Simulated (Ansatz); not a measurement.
## Residual resistivity of an alloy: Ru(0001) with 2 layers of random Ru-Pd, 2x2

Wanted: resistance against the alloy's length, first Ru(0001) with 2 layers of random Ru-Pd, 2x2.

Main program and level: Ansatz 0.2.0; Ansatz plane-wave DFT, PBE, PAW files; ballistic transport by layer matching (Landauer), zero bias; PAW set soft_1.

### Step 1. The structure

The cell holds 48 atoms: 47 Ru and 1 Pd. Cell: a = 5.412 Å, b = 5.412 Å, c = 25.691 Å, α = 90.0°, β = 90.0°, γ = 120.0°. It derives from Ru. Regions: lead, 40 atoms (40 Ru); scattering region, 8 atoms (7 Ru and 1 Pd). The structure is stacked along c, and the current runs across the ab planes.

### Step 2. With 2 alloy layers

In 2 layers a share of 0.125 of the sites is given to Pd at random. The layers about the cell's end stay perfect and serve as the lead. Energies from -0.05 to 0.05 eV in steps of 0.05 eV are too few for the program's thermal sum, so it prints no conductance; for a metal the transmission near the Fermi level serves, at a fraction of the cost.

File input.yaml:

```yaml
crystal:
  lattice:
    - [5.4116, 0.0, 0.0]
    - [-2.7058, 4.6865830751, 0.0]
    - [0.0, 0.0, 25.6914]
  atoms:
    - { symbol: Ru, position: [0.1666666667, 0.3333333333, 0.0416666667] }
    - { symbol: Ru, position: [0.1666666667, 0.8333333333, 0.0416666667] }
    - { symbol: Ru, position: [0.6666666667, 0.3333333333, 0.0416666667] }
    - { symbol: Ru, position: [0.6666666667, 0.8333333333, 0.0416666667] }
    - { symbol: Ru, position: [0.3333333333, 0.1666666667, 0.125] }
    - { symbol: Ru, position: [0.3333333333, 0.6666666667, 0.125] }
    - { symbol: Ru, position: [0.8333333333, 0.1666666667, 0.125] }
    - { symbol: Ru, position: [0.8333333333, 0.6666666667, 0.125] }
    - { symbol: Ru, position: [0.1666666667, 0.3333333333, 0.2083333333] }
    - { symbol: Ru, position: [0.1666666667, 0.8333333333, 0.2083333333] }
    - { symbol: Ru, position: [0.6666666667, 0.3333333333, 0.2083333333] }
    - { symbol: Ru, position: [0.6666666667, 0.8333333333, 0.2083333333] }
    - { symbol: Ru, position: [0.3333333333, 0.1666666667, 0.2916666667] }
    - { symbol: Ru, position: [0.3333333333, 0.6666666667, 0.2916666667] }
    - { symbol: Ru, position: [0.8333333333, 0.1666666667, 0.2916666667] }
    - { symbol: Ru, position: [0.8333333333, 0.6666666667, 0.2916666667] }
    - { symbol: Ru, position: [0.1666666667, 0.3333333333, 0.375] }
    - { symbol: Ru, position: [0.1666666667, 0.8333333333, 0.375] }
    - { symbol: Ru, position: [0.6666666667, 0.3333333333, 0.375] }
    - { symbol: Ru, position: [0.6666666667, 0.8333333333, 0.375] }
    - { symbol: Ru, position: [0.3333333333, 0.1666666667, 0.4583333333] }
    - { symbol: Ru, position: [0.3333333333, 0.6666666667, 0.4583333333] }
    - { symbol: Ru, position: [0.8333333333, 0.1666666667, 0.4583333333] }
    - { symbol: Ru, position: [0.8333333333, 0.6666666667, 0.4583333333] }
    - { symbol: Ru, position: [0.1666666667, 0.3333333333, 0.5416666667] }
    - { symbol: Ru, position: [0.1666666667, 0.8333333333, 0.5416666667] }
    - { symbol: Pd, position: [0.6666666667, 0.3333333333, 0.5416666667] }
    - { symbol: Ru, position: [0.6666666667, 0.8333333333, 0.5416666667] }
    - { symbol: Ru, position: [0.3333333333, 0.1666666667, 0.625] }
    - { symbol: Ru, position: [0.3333333333, 0.6666666667, 0.625] }
    - { symbol: Ru, position: [0.8333333333, 0.1666666667, 0.625] }
    - { symbol: Ru, position: [0.8333333333, 0.6666666667, 0.625] }
    - { symbol: Ru, position: [0.1666666667, 0.3333333333, 0.7083333333] }
    - { symbol: Ru, position: [0.1666666667, 0.8333333333, 0.7083333333] }
    - { symbol: Ru, position: [0.6666666667, 0.3333333333, 0.7083333333] }
    - { symbol: Ru, position: [0.6666666667, 0.8333333333, 0.7083333333] }
    - { symbol: Ru, position: [0.3333333333, 0.1666666667, 0.7916666667] }
    - { symbol: Ru, position: [0.3333333333, 0.6666666667, 0.7916666667] }
    - { symbol: Ru, position: [0.8333333333, 0.1666666667, 0.7916666667] }
    - { symbol: Ru, position: [0.8333333333, 0.6666666667, 0.7916666667] }
    - { symbol: Ru, position: [0.1666666667, 0.3333333333, 0.875] }
    - { symbol: Ru, position: [0.1666666667, 0.8333333333, 0.875] }
    - { symbol: Ru, position: [0.6666666667, 0.3333333333, 0.875] }
    - { symbol: Ru, position: [0.6666666667, 0.8333333333, 0.875] }
    - { symbol: Ru, position: [0.3333333333, 0.1666666667, 0.9583333333] }
    - { symbol: Ru, position: [0.3333333333, 0.6666666667, 0.9583333333] }
    - { symbol: Ru, position: [0.8333333333, 0.1666666667, 0.9583333333] }
    - { symbol: Ru, position: [0.8333333333, 0.6666666667, 0.9583333333] }
kpoints:
  mp_grid: { grid: [5, 5, 1] }
hamiltonian:
  xc: pbe
  pseudopotentials: { kind: paw, azcp: { folder: soft_1 } }
scf:
  occupations: { method: fermi_dirac, width: 0.1 }
output:
  transmission:
    leads: [[0, 8]]
    kmesh: [10, 10]
    e_range: [-0.05, 0.05]
    de: 0.05
  write_potential: true
  write_density: true
  volumetric_format: npy
```

The run is started by

```bash
> ansatz run input.yaml --threads 4 --pin off --max-ram 15360MiB --backend cpu --events-out ev --progress --plain --runs-dir out
```

Numbers of over 12 decimals in the logs are rounded to 6 here.

What it wrote:

```text
Engine: ansatz 0.2.0, aarch64-unknown-linux-gnu
Pseudopotentials: kind: paw
Pseudopotential: Ru, paw, valence charge 16, recommended cutoff 420 eV (normal), soft_1/Ru.paw.azcp
Pseudopotential: Pd, paw, valence charge 18, recommended cutoff 420 eV (normal), soft_1/Pd.paw.azcp
Functional definition: PBE
  parameter kappa = 0.804
  parameter beta = 0.066725
  exchange = pbe_x(kappa = kappa, mu = beta*pi^2/3)
  correlation = pbe_c(beta = beta)
Crystal: 48 atoms, lattice volume = 651.583 Å³
Basis set: ecut = 420 eV, 12691 PW (Γ)
Bands: 462, of which v1, the nominal top of the filled ones, is band 385 counted from 1 (384 counted from 0)
Symmetry: 12 space group operations
Space group: P-6m2 (ITA 187), of the structure as read, at distance tolerance 8.7e-5 Å
k-points: 5 of 25 (time reversal used)
Non-local potential: Ru, projectors of the file, l = 0: 3, l = 1: 2, l = 2: 2, l = 3: 1
Non-local potential: Pd, projectors of the file, l = 0: 2, l = 1: 2, l = 2: 2, l = 3: 1
PAW form: soft (Blöchl's): semilocal exchange-correlation on the pseudo side does not see the compensation charge
PAW one-centre angular grid: Ru, 590 points (default); XC on 64 Gauss nodes
PAW one-centre angular grid: Pd, 590 points (default); XC on 64 Gauss nodes
Initial density: superposition of atomic densities (chi_scale 0.1, normalization cell)
Initial wavefunctions: pseudopotential atomic-orbital guess
Functional: x = pbe(κ = 0.804, μ = 0.219515), c = pbe(β = 0.066725)
SCF iter   1: F=—  HF=-283308.488106 eV  |F-HF|=—  |Δ(HF+E_count)|=         —  Δρ=1.45e-1  dr2=2.89e2  ethr=3.10e-3  ⟨swp⟩=5.0  Hψ=8598  notcnv=0  defer=1
preconditioner: auto → Kerker (q_TF=auto, 2.805 Å⁻¹)  [metal: Δε(μ)=0.005 eV  Ē_g=5.286 eV  σ=0.100 eV  W_gap=0.01  n_scr=268 (ndim 8)  ℏωp=28.6 eV  f_vac=0.000  D(μ)=43.12/eV (n_scr^D=418)]
SCF iter   2: F=—  HF=-283280.938247 eV  |F-HF|=—  |Δ(HF+E_count)|=    2.75e1  Δρ=7.03e-2  dr2=7.92e1  ethr=3.10e-3  ⟨swp⟩=2.0  Hψ=4956  notcnv=0  defer=14
SCF iter   3: F=—  HF=-283273.052596 eV  |F-HF|=—  |Δ(HF+E_count)|=    7.89e0  Δρ=1.28e-2  dr2=2.94e0  ethr=3.10e-3  ⟨swp⟩=2.2  Hψ=3607  notcnv=0  defer=14
SCF iter   4: F=—  HF=-283272.840313 eV  |F-HF|=—  |Δ(HF+E_count)|=   2.12e-1  Δρ=3.14e-3  dr2=9.62e-1  ethr=3.82e-4  ⟨swp⟩=2.0  Hψ=4124  notcnv=0  defer=9
SCF iter   5: F=—  HF=-283272.809271 eV  |F-HF|=—  |Δ(HF+E_count)|=   3.10e-2  Δρ=1.48e-3  dr2=1.09e-1  ethr=1.25e-4  ⟨swp⟩=1.0  Hψ=2291  notcnv=0  defer=9
SCF iter   6: F=—  HF=-283272.803778 eV  |F-HF|=—  |Δ(HF+E_count)|=   5.49e-3  Δρ=2.97e-4  dr2=3.69e-3  ethr=1.42e-5  ⟨swp⟩=1.6  Hψ=2485  notcnv=0  defer=9
SCF iter   7: F=—  HF=-283272.803648 eV  |F-HF|=—  |Δ(HF+E_count)|=   1.30e-4  Δρ=8.06e-5  dr2=4.02e-5  ethr=4.79e-7  ⟨swp⟩=2.4  Hψ=3976  notcnv=0  defer=9
SCF iter   8: F=—  HF=-283272.805026 eV  |F-HF|=—  |Δ(HF+E_count)|=   1.38e-3  Δρ=3.43e-5  dr2=1.24e-5  ethr=5.22e-9  ⟨swp⟩=2.0  Hψ=4237  notcnv=0  defer=11
SCF iter   9: F=—  HF=-283272.805025 eV  |F-HF|=—  |Δ(HF+E_count)|=   9.23e-7  Δρ=7.74e-6  dr2=4.21e-6  ethr=1.61e-9  ⟨swp⟩=2.0  Hψ=4160  notcnv=0  defer=11
SCF iter  10: F=-283272.805025 eV  HF=-283272.805025 eV  |F-HF|=4.59e-8  |Δ(HF+E_count)|=   5.40e-8  Δρ=1.41e-6  dr2=5.12e-8  ethr=1.30e-11  ⟨swp⟩=6.8  Hψ=6570  notcnv=0
SCF 1 converged in 10 iterations: F = -283272.805025 eV  dr2 = 5.12e-8
  greatest PAW one-centre occupation: 1.000 electrons in one spin orbital (limit 2), on the Ru atom at site 34 (counted from 0), in its partial waves of l = 0
transmission: 68 of 672 steps passed
transmission: 137 of 672 steps passed
[...]
transmission: 672 of 672 steps passed
SCF converged after 10 iterations
Free energy (F): -283272.805025 eV
Harris-Foulkes:  -283272.805025 eV  (|F-HF|=4.59e-8)
Internal energy: -283271.279526 eV  (E = F + TS)
E sigma→0 (E₀):  -283272.042275 eV
Entropy (-TS):   -1.525499 eV (-31.781 meV/atom)
Fermi energy:    23.328976 eV
--- Per-component energies (eV) ---
  E_band       = -2743.128617
  E_kinetic    = 22089.829301
  E_local      = -61473.091857  (includes V_loc(G=0)·N_el)
  E_nonlocal   = 19756.883517
  E_hartree    = 20520.945919
  E_xc         = -8137.164457
  E_vxc        = -10291.195489  (∫ρ·V_xc dr)
  E_paw        = -168380.105575  (= ΣΔE_a)
  E_vpaw       = -13867.494571  (= ΣTr[D̂ρ^β])
  E_aug_tail   = 0.029554  (compensation charges beyond the density's cutoff)
  E_ewald      = -107648.605927
  E_smearing   = -1.525499  (= −TS)
  E_closure    = 0.000000  (closes the sum)
  Σ components = -283272.805025   (vs F -283272.805025, Δ=0.00e0)
--- Band table (eV; the first three rows and the last of 5) ---
  k-point 0: bands = [... 381 lower, 23.8096, 24.0640, 24.0640, 24.2252, 24.2252, 24.3799, 24.3799, 24.4301, ... 73 higher]
  k-point 1: bands = [... 381 lower, 23.4417, 23.4567, 23.7369, 23.7482, 23.9381, 23.9449, 23.9874, 24.0315, ... 73 higher]
  k-point 2: bands = [... 381 lower, 22.9515, 22.9718, 23.0571, 23.1281, 23.1619, 23.2095, 23.3082, 23.3437, ... 73 higher]
  k-point 4: bands = [... 381 lower, 22.8784, 22.8989, 23.0214, 23.1010, 23.1062, 23.1100, 23.2860, 23.3475, ... 73 higher]
--- Transmission ---
  basis      : 223 plane waves across, 48 finite elements along
  points     : 14, standing for a mesh of 10 x 10
  energies   : 3 from -0.050000 to 0.050000 eV about the Fermi level, 0.050000 eV apart; the leads are filled to 0.000000 eV, and channels, transmission and decay are at 0.000000 eV
  crystal 0  : Ru8, at the sites [0, 8], period 4.2819 Å, over 23.55 Å; its Hamiltonian steps by up to 4.7 meV
    offset         : up to 0.0000 Å between an atom of the period and one for which it stands
    channels       : 5.280000e0 a spin
    conductance    : none, the energies end too early or step too widely for 300 K: set another output.transmission.e_range or a lower de, or, where they end at an eighth of basis.ecutwfc, a higher one
  junction   : crystal 0 to crystal 0, 1.44 to 22.85 Å
    transmission   : 4.260755e0 a spin
    conductance    : none, the energies end too early or step too widely for 300 K: set another output.transmission.e_range or a lower de, or, where they end at an eighth of basis.ecutwfc, a higher one
```

It took 3.3 min on 4 threads of Arm Neoverse V1, shared host; peak memory 5.6 GiB; 12 min of CPU time.

The column dr2 measures how far the density is from self-consistency, as an energy; F and HF (Harris–Foulkes) agree once it is small.

Numbers from this step:

```yaml
free_energy: -283272.8050 eV
energy_at_zero_smearing: -283272.0423 eV
fermi_energy: 23.33 eV
cell_area: 25.36 Å²
transmission_per_spin_nearest_the_fermi_level: 4.261
open_channels_per_spin_nearest_the_fermi_level: 5.28
step_of_the_lead_s_potential: 4.7 meV
```

Per spin. Transmission, zone mean against energy, zero at the Fermi level:

```
energy (eV)  transmission, zone mean
    -0.0500                     4.31
     0.0000                     4.26
     0.0500                     4.33
```

Per spin. Table of open channels, zone mean, lead by energy, zero at the Fermi level:

```
energy (eV)  open channels, zone mean, lead
    -0.0500                            5.16
     0.0000                            5.28
     0.0500                            5.64
```

Transmission over k1 and k2. At 0.0000 eV from the Fermi level.

Ten even steps from '0' (1.7) to '9' (11.0):
```
1212121000
1122221100
1223632210
1126996211
3223999322
1112699621
1012236322
1001122221
1000121212
3111131111
```
Columns: k1 (b1) from -0.5 to 0.4; rows upwards: k2 (b2) from -0.5 to 0.4.

Open channels over k1 and k2. At 0.0000 eV from the Fermi level.

Ten even steps from '_' (2.0) to '@' (12.0):
```
::==------==::..__..
..------------..____
..----++##++----....
::----##@@@@##----::
====--++@@@@@@++--==
::::----##@@@@##----
......----++##++----
..____..------------
::..__..::==------==
==::....::==::....::
```
Columns: k1 (b1) from -0.5 to 0.4; rows upwards: k2 (b2) from -0.5 to 0.4.

Over the solved energies the transmission per spin lies between 4.26 and 4.33, out of 5.36 channels of the lead on average (up to 5.64).

### Step 3. With 6 alloy layers

In 6 layers a share of 0.125 of the sites is given to Pd at random. A fresh draw is used; the growth of the resistance with length is what counts.

System of this step: Ru(0001) with 6 layers of random Ru-Pd, 2x2. The cell holds 64 atoms: 61 Ru and 3 Pd. Cell: a = 5.412 Å, b = 5.412 Å, c = 34.255 Å, α = 90.0°, β = 90.0°, γ = 120.0°. It derives from Ru. Regions: lead, 40 atoms (40 Ru); scattering region, 24 atoms (21 Ru and 3 Pd). The structure is stacked along c, and the current runs across the ab planes.

File input.yaml:

```yaml
crystal:
  lattice:
    - [5.4116, 0.0, 0.0]
    - [-2.7058, 4.6865830751, 0.0]
    - [0.0, 0.0, 34.2552]
  atoms:
    - { symbol: Ru, position: [0.1666666667, 0.3333333333, 0.03125] }
    - { symbol: Ru, position: [0.1666666667, 0.8333333333, 0.03125] }
    - { symbol: Ru, position: [0.6666666667, 0.3333333333, 0.03125] }
    - { symbol: Ru, position: [0.6666666667, 0.8333333333, 0.03125] }
    - { symbol: Ru, position: [0.3333333333, 0.1666666667, 0.09375] }
    - { symbol: Ru, position: [0.3333333333, 0.6666666667, 0.09375] }
    - { symbol: Ru, position: [0.8333333333, 0.1666666667, 0.09375] }
    - { symbol: Ru, position: [0.8333333333, 0.6666666667, 0.09375] }
    - { symbol: Ru, position: [0.1666666667, 0.3333333333, 0.15625] }
    - { symbol: Ru, position: [0.1666666667, 0.8333333333, 0.15625] }
    - { symbol: Ru, position: [0.6666666667, 0.3333333333, 0.15625] }
    - { symbol: Ru, position: [0.6666666667, 0.8333333333, 0.15625] }
    - { symbol: Ru, position: [0.3333333333, 0.1666666667, 0.21875] }
    - { symbol: Ru, position: [0.3333333333, 0.6666666667, 0.21875] }
    - { symbol: Ru, position: [0.8333333333, 0.1666666667, 0.21875] }
    - { symbol: Ru, position: [0.8333333333, 0.6666666667, 0.21875] }
    - { symbol: Ru, position: [0.1666666667, 0.3333333333, 0.28125] }
    - { symbol: Ru, position: [0.1666666667, 0.8333333333, 0.28125] }
    - { symbol: Ru, position: [0.6666666667, 0.3333333333, 0.28125] }
    - { symbol: Ru, position: [0.6666666667, 0.8333333333, 0.28125] }
    - { symbol: Ru, position: [0.3333333333, 0.1666666667, 0.34375] }
    - { symbol: Pd, position: [0.3333333333, 0.6666666667, 0.34375] }
    - { symbol: Ru, position: [0.8333333333, 0.1666666667, 0.34375] }
    - { symbol: Ru, position: [0.8333333333, 0.6666666667, 0.34375] }
    - { symbol: Ru, position: [0.1666666667, 0.3333333333, 0.40625] }
    - { symbol: Ru, position: [0.1666666667, 0.8333333333, 0.40625] }
    - { symbol: Ru, position: [0.6666666667, 0.3333333333, 0.40625] }
    - { symbol: Ru, position: [0.6666666667, 0.8333333333, 0.40625] }
    - { symbol: Pd, position: [0.3333333333, 0.1666666667, 0.46875] }
    - { symbol: Ru, position: [0.3333333333, 0.6666666667, 0.46875] }
    - { symbol: Ru, position: [0.8333333333, 0.1666666667, 0.46875] }
    - { symbol: Ru, position: [0.8333333333, 0.6666666667, 0.46875] }
    - { symbol: Ru, position: [0.1666666667, 0.3333333333, 0.53125] }
    - { symbol: Pd, position: [0.1666666667, 0.8333333333, 0.53125] }
    - { symbol: Ru, position: [0.6666666667, 0.3333333333, 0.53125] }
    - { symbol: Ru, position: [0.6666666667, 0.8333333333, 0.53125] }
    - { symbol: Ru, position: [0.3333333333, 0.1666666667, 0.59375] }
    - { symbol: Ru, position: [0.3333333333, 0.6666666667, 0.59375] }
    - { symbol: Ru, position: [0.8333333333, 0.1666666667, 0.59375] }
    - { symbol: Ru, position: [0.8333333333, 0.6666666667, 0.59375] }
    - { symbol: Ru, position: [0.1666666667, 0.3333333333, 0.65625] }
    - { symbol: Ru, position: [0.1666666667, 0.8333333333, 0.65625] }
    - { symbol: Ru, position: [0.6666666667, 0.3333333333, 0.65625] }
    - { symbol: Ru, position: [0.6666666667, 0.8333333333, 0.65625] }
    - { symbol: Ru, position: [0.3333333333, 0.1666666667, 0.71875] }
    - { symbol: Ru, position: [0.3333333333, 0.6666666667, 0.71875] }
    - { symbol: Ru, position: [0.8333333333, 0.1666666667, 0.71875] }
    - { symbol: Ru, position: [0.8333333333, 0.6666666667, 0.71875] }
    - { symbol: Ru, position: [0.1666666667, 0.3333333333, 0.78125] }
    - { symbol: Ru, position: [0.1666666667, 0.8333333333, 0.78125] }
    - { symbol: Ru, position: [0.6666666667, 0.3333333333, 0.78125] }
    - { symbol: Ru, position: [0.6666666667, 0.8333333333, 0.78125] }
    - { symbol: Ru, position: [0.3333333333, 0.1666666667, 0.84375] }
    - { symbol: Ru, position: [0.3333333333, 0.6666666667, 0.84375] }
    - { symbol: Ru, position: [0.8333333333, 0.1666666667, 0.84375] }
    - { symbol: Ru, position: [0.8333333333, 0.6666666667, 0.84375] }
    - { symbol: Ru, position: [0.1666666667, 0.3333333333, 0.90625] }
    - { symbol: Ru, position: [0.1666666667, 0.8333333333, 0.90625] }
    - { symbol: Ru, position: [0.6666666667, 0.3333333333, 0.90625] }
    - { symbol: Ru, position: [0.6666666667, 0.8333333333, 0.90625] }
    - { symbol: Ru, position: [0.3333333333, 0.1666666667, 0.96875] }
    - { symbol: Ru, position: [0.3333333333, 0.6666666667, 0.96875] }
    - { symbol: Ru, position: [0.8333333333, 0.1666666667, 0.96875] }
    - { symbol: Ru, position: [0.8333333333, 0.6666666667, 0.96875] }
kpoints:
  mp_grid: { grid: [5, 5, 1] }
hamiltonian:
  xc: pbe
  pseudopotentials: { kind: paw, azcp: { folder: soft_1 } }
scf:
  occupations: { method: fermi_dirac, width: 0.1 }
output:
  transmission:
    leads: [[0, 8]]
    kmesh: [10, 10]
    e_range: [-0.05, 0.05]
    de: 0.05
  write_potential: true
  write_density: true
  volumetric_format: npy
```

What it wrote:

```text
[...]
Crystal: 64 atoms, lattice volume = 868.777 Å³
Basis set: ecut = 420 eV, 16909 PW (Γ)
Bands: 618, of which v1, the nominal top of the filled ones, is band 515 counted from 1 (514 counted from 0)
Symmetry: 1 space group operations
[...]
k-points: 13 of 25 (time reversal used)
[...]
SCF iter   1: F=—  HF=-379577.021630 eV  |F-HF|=—  |Δ(HF+E_count)|=         —  Δρ=1.69e-1  dr2=1.38e3  ethr=3.10e-3  ⟨swp⟩=5.0  Hψ=30265  notcnv=0  defer=8
[...]
SCF iter  11: F=-379519.570564 eV  HF=-379519.570564 eV  |F-HF|=8.99e-8  |Δ(HF+E_count)|=   2.40e-8  Δρ=1.12e-6  dr2=9.29e-8  ethr=9.71e-12  ⟨swp⟩=6.8  Hψ=19986  notcnv=0
SCF 1 converged in 11 iterations: F = -379519.570564 eV  dr2 = 9.29e-8
[...]
transmission: 329 of 3276 steps passed
transmission: 656 of 3276 steps passed
[...]
transmission: 3276 of 3276 steps passed
SCF converged after 11 iterations
Free energy (F): -379519.570564 eV
[...]
Internal energy: -379517.459049 eV  (E = F + TS)
E sigma→0 (E₀):  -379518.514806 eV
Entropy (-TS):   -2.111515 eV (-32.992 meV/atom)
Fermi energy:    23.340073 eV
[...]
--- Band table (eV; the first three rows and the last of 13) ---
  k-point 0: bands = [... 511 lower, 24.0258, 24.0432, 24.0511, 24.0718, 24.0990, 24.1123, 24.1232, 24.1771, ... 99 higher]
  k-point 1: bands = [... 511 lower, 23.6863, 23.7219, 23.7394, 23.7655, 23.7811, 23.8147, 23.8321, 23.8704, ... 99 higher]
  k-point 2: bands = [... 511 lower, 23.0431, 23.0900, 23.1001, 23.1517, 23.1811, 23.2185, 23.2626, 23.3034, ... 99 higher]
  k-point 12: bands = [... 511 lower, 23.1714, 23.2192, 23.2557, 23.2969, 23.3459, 23.3574, 23.3807, 23.4126, ... 99 higher]
--- Transmission ---
  basis      : 223 plane waves across, 63 finite elements along
  points     : 52, standing for a mesh of 10 x 10
[...]
channels       : 5.280000e0 a spin
[...]
junction   : crystal 0 to crystal 0, -1.44 to 28.53 Å
    transmission   : 3.435742e0 a spin
[...]
```

Elapsed: 19 min, on 4 threads; peak memory 10 GiB.

This step gave:

```yaml
free_energy: -379519.5706 eV
energy_at_zero_smearing: -379518.5148 eV
fermi_energy: 23.34 eV
transmission_per_spin_nearest_the_fermi_level: 3.436
step_of_the_lead_s_potential: 6.7 meV
```

Per spin. Transmission, zone mean against energy, zero at the Fermi level:

```
energy (eV)  transmission, zone mean
    -0.0500                     3.39
     0.0000                     3.44
     0.0500                     3.55
```

Over the solved energies the transmission per spin lies between 3.39 and 3.55, out of 5.48 channels of the lead on average (up to 6).

(Continued in part 2 of 2.)

[Logs are printed without paths, hosts, clocks, repeated set-up lines and the standing remarks that a program may print on its own settings, such as how far it seeks lower states.]

[Hosts, paths, dates, database ids (printed as entryN), source tags and the programs' standing remarks are cut or masked in the printed files.]
